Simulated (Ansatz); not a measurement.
BaTiO3: projected density of states with revPBE

Crystal: BaTiO3.

```
Ba Ti O
1.0
     2.82737    1.63238    2.31839
    -2.82737    1.63238    2.31839
     0.00000   -3.26476    2.31839
Ba Ti O
1 1 3
Direct
  0.00000 0.00000 0.00000
  0.48450 0.48450 0.48450
  0.50860 0.01750 0.50860
  0.01750 0.50860 0.50860
  0.50860 0.50860 0.01750
```

```json
{
  "Program": "Ansatz 0.2.0",
  "Task": "projected density of states",
  "Functional": "revPBE",
  "Potentials or basis": "Ansatz PAW",
  "Cutoff": "420 eV (not typed: the program's choice for these potentials)",
  "k mesh": "7 × 7 × 7",
  "Occupations": "fermi-dirac, width 0.05 eV",
  "Spin": "no spin polarisation"
}
```

The pressure is 8.2 GPa. The largest force is 0.151 eV/Å and the band gap on the k mesh is 2.52 eV, indirect (least direct gap 2.82 eV).

Forces in eV/Å, atoms in the order of the input:
```
Ba   0.000  0.000 -0.126
Ti   0.000  0.000  0.151
O    0.123 -0.071 -0.008
O   -0.123 -0.071 -0.008
O    0.000  0.142 -0.008
```

Stress tensor (GPa, compression positive):
```
8.25 0.00 0.00
0.00 8.25 0.00
0.00 0.00 8.06
```

Levels at points of the mesh, in eV from the valence-band top:
```
           k point  band 16  band 17  band 18  band 19  band 20  band 21  band 22  band 23  band 24  band 25
(0.00, 0.00, 0.00)    -1.25    -1.02    -0.43    -0.30    -0.30     2.52     2.52     2.67     4.61     4.61
```

States per cell in windows of 1 eV (zero at the valence-band top; states under -8 eV left out):
```csv
from (eV),total,O 2p,Ti 3d,O 2s,Ba 5p,Ba 6s,Ti 4s
-8.0,0.00,0.00,0.00,0.00,0.00,0.00,0.00
-7.0,0.00,0.00,0.00,0.00,0.00,0.00,0.00
-6.0,0.00,0.00,0.00,0.00,0.00,0.00,0.00
-5.0,0.07,0.05,0.00,0.00,0.00,0.00,0.01
-4.0,3.64,2.58,0.75,0.02,0.03,0.05,0.13
-3.0,6.02,4.64,0.91,0.03,0.21,0.03,0.01
-2.0,2.90,2.48,0.25,0.02,0.04,0.02,0.01
-1.0,5.28,4.90,0.14,0.02,0.09,0.02,0.00
0.0,0.09,0.08,0.00,0.00,0.00,0.00,0.00
1.0,0.00,0.00,0.00,0.00,0.00,0.00,0.00
2.0,0.64,0.07,0.55,0.00,0.00,0.00,0.00
3.0,3.59,0.63,2.81,0.02,0.00,0.02,0.00
4.0,2.14,0.40,1.58,0.04,0.00,0.02,0.00
5.0,1.51,0.21,1.00,0.13,0.00,0.00,0.01
6.0,1.87,0.32,0.80,0.07,0.00,0.01,0.02
7.0,2.67,0.35,0.53,0.03,0.00,0.09,0.05
```

Run time: 16 s on 2 threads of Arm Neoverse V2 (shared host), peak memory 0.42 GiB.

Caveat: odd divisions of the mesh miss points on the zone boundary, where band edges often lie, so the gap on the mesh can be too wide; the pressure holds a Pulay correction of +0.5 GPa for the finite cutoff; spin-orbit coupling is left out, which moves the levels of the heavy elements; the PAW data sets come from PBE, with cores solved anew for the run's functional, which leaves a small shift of forces and pressure. A k mesh can miss the band edges.
